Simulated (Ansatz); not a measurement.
(001) slab cut from the bulk of NiGe, 15 Å of vacuum:

```
CELL_PARAMETERS angstrom
3.44002 0.00000 0.00000
0.00000 5.31079 0.00000
0.00000 0.00000 25.90187
ATOMIC_POSITIONS crystal
Ni 0.25000 0.99299 0.28955
Ni 0.25000 0.49299 0.31664
Ge 0.75000 0.18836 0.33891
Ge 0.25000 0.81164 0.37808
Ni 0.75000 0.50701 0.40034
Ni 0.75000 0.00701 0.42743
Ge 0.25000 0.31164 0.44970
Ge 0.75000 0.68836 0.48887
Ni 0.25000 0.99299 0.51113
Ni 0.25000 0.49299 0.53822
Ge 0.75000 0.18836 0.56048
Ge 0.25000 0.81164 0.59966
Ni 0.75000 0.50701 0.62192
Ni 0.75000 0.00701 0.64901
Ge 0.25000 0.31164 0.67127
Ge 0.75000 0.68836 0.71045
```

Method: Ansatz 0.2.0, DFT PBEsol, scalar-relativistic, plane waves, PAW. Cutoff 420 eV; k points 10×7×1 on the computed 16-atom cell (Γ-centred); Gaussian smearing, width 0.10 eV; no spin polarisation. The cell repeats along c with a dipole correction in the vacuum.

This base run converges in 12 iterations with a largest force of 1.650 eV/Å and a work function of 4.65 eV on the top face.

One setting at a time is then changed, some of them on purpose to poor values; changes count from the base run, energies are extrapolated to zero smearing, γ keeps the base's bulk energy, atoms stay where they are, and risky runs are capped at 50 to 100 iterations.

Q: What happens with k mesh 1×1×1?

A: It converges in 24 iterations; ΔE (meV/atom) +74.6, Δγ (J/m²) +0.524, Δφ top (eV) +0.22, largest force (eV/Å) 2.422, largest change of a force (eV/Å) 2.342.

Q: What happens with mixing β = 0.9?

A: It converges in 12 iterations; ΔE (meV/atom) 0.0, Δγ (J/m²) 0.000, Δφ top (eV) 0.00, largest force (eV/Å) 1.650, largest change of a force (eV/Å) 0.000.

Q: What happens with isolated along c?

A: It converges in 12 iterations; ΔE (meV/atom) 0.0, Δγ (J/m²) 0.000, Δφ top (eV) 0.00, largest force (eV/Å) 1.650, largest change of a force (eV/Å) 0.000.

Q: What happens with the slab thickened to 32 atoms (same faces, atoms at the bulk's places)?

A: It converges in 13 iterations; ΔE (meV/atom) -165.3, Δγ (J/m²) +0.002, Δφ top (eV) 0.00, largest force (eV/Å) 1.674.

Q: What happens with the slab thickened to 24 atoms (same faces, atoms at the bulk's places)?

A: It converges in 13 iterations; ΔE (meV/atom) -110.4, Δγ (J/m²) -0.001, Δφ top (eV) 0.00, largest force (eV/Å) 1.672.

Spin polarisation was left out for NiGe (a zero moment there is imposed), and a magnetic state may lie lower. In some of the runs (cutoff 120, cutoff 200) charge leaks into the vacuum, so their work functions can be off.

Cost: 9 runs of about 33 core-minutes in all, on Intel Xeon 6975P-C (Granite Rapids) (shared hosts).